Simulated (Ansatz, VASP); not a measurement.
**One calculation of C, two programs**

Contents of INCAR:

```
  PREC = Accurate
  ENCUT = 600
  EDIFF = 1E-6
  ISMEAR = -1
  SIGMA = 0.05
  LREAL = False
  LASPH = True
  NELM = 100
  ALGO = Fast
  ISIF = 3
  LWAVE = False
  LCHARG = False
  GGA = PE
  IBRION = 2
  NSW = 40
  EDIFFG = -0.01
```

KPOINTS

```
Automatic mesh
0
Gamma
  13 13 13
```

The input POSCAR:

```
C
1.0
    0.0000000000      1.7833700000      1.7833700000
    1.7833700000      0.0000000000      1.7833700000
    1.7833700000      1.7833700000      0.0000000000
C
2
Direct
    0.7500000000      0.7500000000      0.7500000000
    0.5000000000      0.5000000000      0.5000000000
```

The input input.yaml:

```yaml
crystal:
  lattice:
    - [0.0, 1.78337, 1.78337]
    - [1.78337, 0.0, 1.78337]
    - [1.78337, 1.78337, 0.0]
  atoms:
    - { symbol: C, position: [0.75, 0.75, 0.75] }
    - { symbol: C, position: [0.5, 0.5, 0.5] }
hamiltonian:
  xc: pbe
  pseudopotentials: { kind: paw }
kpoints:
  mp_grid: { grid: [13, 13, 13] }
scf:
  occupations: { method: fermi_dirac, width: 0.05 }
output:
  forces: true
  stress: true
  write_density: true
  write_potential: true
  elf: true
  volumetric_format: npy
relax:
  f_tol: 0.01
  max_steps: 40
  cell: { stress_tol: 0.05 }
```

This isn't the form of C at room conditions, which is graphite.

Alike in both runs: task relaxation of cell and atoms; functional PBE; k mesh 13 × 13 × 13; occupations fermi-dirac, width 0.05 eV; no spin polarisation.

```csv
,VASP,Ansatz
version,VASP 6.6.1,Ansatz 0.2.0
potentials or method,"VASP PAW PBE potentials, release 64 (C)",Ansatz PAW
plane-wave cutoff (eV),600,420
valence electrons in the cell,8,8
```

Ansatz gave:

```
gap on the k mesh at the Fermi level, each at its own relaxed structure (eV) : 4.14
relaxed volume (Å³/atom)                                                     : 5.69
relaxed cell length with the largest relative difference (Å)                 : 2.525
```

Q: What did VASP give for the same quantities?

A: gap on the k mesh at the Fermi level, each at its own relaxed structure (eV): 4.13; relaxed volume (Å³/atom): 5.69; relaxed cell length with the largest relative difference (Å): 2.525.

Caveats: an odd mesh through Γ misses points on the zone boundary, where band edges often lie (VASP); odd divisions of the mesh miss points on the zone boundary, where band edges often lie, so the gap on the mesh can be too wide (Ansatz); the plane-wave basis is chosen anew once the cell has moved, so the energies of steps on either side of that aren't comparable (Ansatz); the pressure holds a Pulay correction of +1.0 GPa for the finite cutoff (Ansatz). Zero-point motion and thermal expansion aren't in these numbers.
